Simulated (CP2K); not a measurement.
BeS, 2 atoms in the cell. It takes space group F-43m (No. 216, cubic). Conventional cell: a = 4.850 Å, b = 4.850 Å, c = 4.850 Å, α = 90.00°, β = 90.00°, γ = 90.00°. S (site symmetry -43m) is surrounded by 4 Be at 2.10 Å. Around Be (site symmetry -43m) lie 4 S at 2.10 Å. 

| Quantity | Value |
| --- | --- |
| Program | CP2K 2026.2 |
| Task | band structure |
| Functional | PBE |
| Potentials or basis | POTENTIAL_UZH S GTH-SCAN-q6, Be GTH-SCAN-q4; DZVP-MOLOPT-SR-GTH basis |
| Density cutoff | 11565 eV |
| k mesh | 9 × 9 × 9 |
| Occupations | fermi-dirac, width 0.05 eV |
| Spin | no spin polarisation |
| SCF solver | diagonalisation with k points |
| Quickstep method | GPW |
| EPS_DEFAULT | 1.0E-9 |
| EPS_SCF | 1.0E-6 |
| MAX_SCF | 100 |
| SCF_GUESS | ATOMIC |
| k points reduced by the point group | yes |
| Mesh centred on Gamma | yes |
| CHOLESKY | OFF |
| EPS_EIGVAL | 1.0E-7 |
| MIXING METHOD | BROYDEN_MIXING |
| MIXING ALPHA | 0.4 |
| NBUFFER | 8 |
| NGRIDS | 5 |
| Basis sets | S DZVP-MOLOPT-SR-GTH-q6, Be DZVP-MOLOPT-SR-GTH-q4 |
| Potentials | S GTH-SCAN-q6 of POTENTIAL_UZH, Be GTH-SCAN-q4 of POTENTIAL_UZH |
| ADDED_MOS | [10] |
| Points a segment of the path (NPOINTS) | 10 |
| Bands added on the path | 2 |
| REL_CUTOFF (Ry) | 60 Ry |
| MIXING BETA (1/bohr) | 1.5 1/bohr |
| CUTOFF of the grids | 850 Ry |

Potentials or basis: POTENTIAL_UZH S GTH-SCAN-q6, Be GTH-SCAN-q4; DZVP-MOLOPT-SR-GTH basis.

Launch:

```bash
$ OMP_NUM_THREADS=1 cp2k.psmp -i bes_bands.inp -o bes_bands.out
```

Hardware: 1 thread of Arm Neoverse V2, on a shared host.

How long does it take, and how much memory?

It took 10 s on 1 thread of Arm Neoverse V2 (shared host), peak memory 0.32 GiB. Counts: scf iterations 12, k points 35, basis 19, bands 15, force evaluations 1.
